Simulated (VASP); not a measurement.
As, 2 atoms in the cell. It takes space group R-3m (No. 166, trigonal). Conventional cell: a = 3.762 Å, b = 3.762 Å, c = 10.542 Å, α = 90.00°, β = 90.00°, γ = 120.00°. Around As (site symmetry 3m) lie 3 As at 2.51 Å. 

| Item | Value |
| --- | --- |
| Program | VASP 6.6.1 |
| Task | electron localisation function |
| Functional | PBE |
| Potentials or basis | VASP PAW PBE potentials, release 64 (As) |
| Cutoff | 520 eV |
| k mesh | 9 × 9 × 9 |
| Occupations | gaussian, width 0.02 eV |
| Spin | no spin polarisation |
| Further INCAR settings | ALGO = Normal; EDIFF = 1e-06 |

Potentials or basis: VASP PAW PBE potentials, release 64 (As).

Command:

```bash
$ cat potpaw_PBE.64/As/POTCAR > POTCAR
$ mpirun -np 1 vasp_std > vasp.out
```

Hardware: 1 thread of AMD EPYC 9R45 (Zen 5), on a shared host.

Q: How long does it take, and how much memory?

A: Wall time 19 s on 1 thread of AMD EPYC 9R45 (Zen 5) (shared host), peak memory 0.15 GiB. Counts: scf iterations 10, k points 85.
